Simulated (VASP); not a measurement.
SiO2, 9 atoms in the cell. Symmetry: P6_422, No. 181, hexagonal system. The conventional cell has a = 5.061 Å, b = 5.061 Å, c = 5.541 Å, α = 90.00°, β = 90.00°, γ = 120.00°. Si (site symmetry 222) is surrounded by 4 O at 1.61 Å. O (site symmetry 2) has 2 Si at 1.61 Å as nearest neighbours. The cell comes from a database or a generator and needn't be the stable form of this composition.

* Program: VASP 6.6.1
* Task: relaxation of cell and atoms
* Functional: BLYP
* Potentials or basis: VASP PAW PBE potentials, release 64 (Si, O)
* Cutoff: 600 eV
* k mesh: 5 × 5 × 4
* Occupations: fermi-dirac, width 0.05 eV
* Spin: no spin polarisation
* Further INCAR settings: ALGO = Normal; EDIFF = 1e-06; IBRION = 2; EDIFFG = -0.005; NSW = 60; ISIF = 3

Potentials or basis: VASP PAW PBE potentials, release 64 (Si, O).

Run with:

```bash
$ cat potpaw_PBE.64/Si/POTCAR potpaw_PBE.64/O/POTCAR > POTCAR
$ mpirun -np 1 vasp_std > vasp.out
```

Hardware: 1 thread of Intel(R) Xeon(R) Platinum 8488C (Sapphire Rapids), on a shared host.

Task: How long does it take, and how much memory?

Result: Wall time 7.4 min on 1 thread of Intel(R) Xeon(R) Platinum 8488C (Sapphire Rapids), with other jobs on the host, peak memory 0.29 GiB. Counts: scf iterations 69, k points 15, ion steps 11.
